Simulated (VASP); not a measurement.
# TaN: single point with PBE

TaN:

```xyz
4
Lattice="3.0500 0.0000 0.0000 -1.5250 2.6414 0.0000 0.0000 0.0000 4.9400" Properties=species:S:1:pos:R:3 pbc="T T T"
Ta    0.0000    1.7609    0.0000
Ta    1.5250    0.8805    2.4700
N     0.0000    1.7609    1.9019
N     1.5250    0.8805    4.3719
```

```
Program             : VASP 6.6.1
Task                : single point
Functional          : PBE
Potentials or basis : VASP PAW PBE potentials, release 64 (Ta_pv, N)
Cutoff              : 520 eV
k mesh              : 18 × 18 × 10
Occupations         : gaussian, width 0.15 eV
Spin                : no spin polarisation
```

- Pressure: 140.3 GPa
- Largest force: 2.370 eV/Å
- Band gap on the k mesh: none (metal or under the smearing width)

Forces in eV/Å, atoms in the order of the input:
```
Ta   0.000  0.000  2.370
Ta   0.000  0.000  2.370
N    0.000  0.000 -2.370
N    0.000  0.000 -2.370
```

Stress tensor (GPa, compression positive):
```
149.01   0.00   0.00
  0.00 149.01   0.00
  0.00   0.00 122.86
```

Levels at points of the mesh, in eV from the Fermi level:
```
           k point  band 13  band 14  band 15  band 16  band 17  band 18  band 19  band 20
(0.00, 0.00, 0.00)    -7.88    -7.56    -0.82    -0.82    -0.35     2.15     2.68     2.68
(0.50, 0.00, 0.00)    -6.18    -5.22    -2.44    -1.04     0.44     1.44     2.03     3.78
(0.00, 0.00, 0.50)    -8.47    -8.47     1.21     1.21     1.21     1.21     1.87     1.87
(0.50, 0.00, 0.50)    -6.51    -6.51    -0.47    -0.47     2.16     2.16     2.28     2.28
```

Wall time 83 s on 1 thread of Intel(R) Xeon(R) 6975P-C (Granite Rapids) (shared host), peak memory 0.29 GiB.

Caveat: a pressure of tens of GPa on the cell as given is suspect, and the run, the potentials or the cell itself is likely at fault; forces of over 1 eV/Å show positions far from the minimum, so gaps and moduli don't describe the material at rest. The run has no spin-orbit coupling, so splittings on Ta are missing.
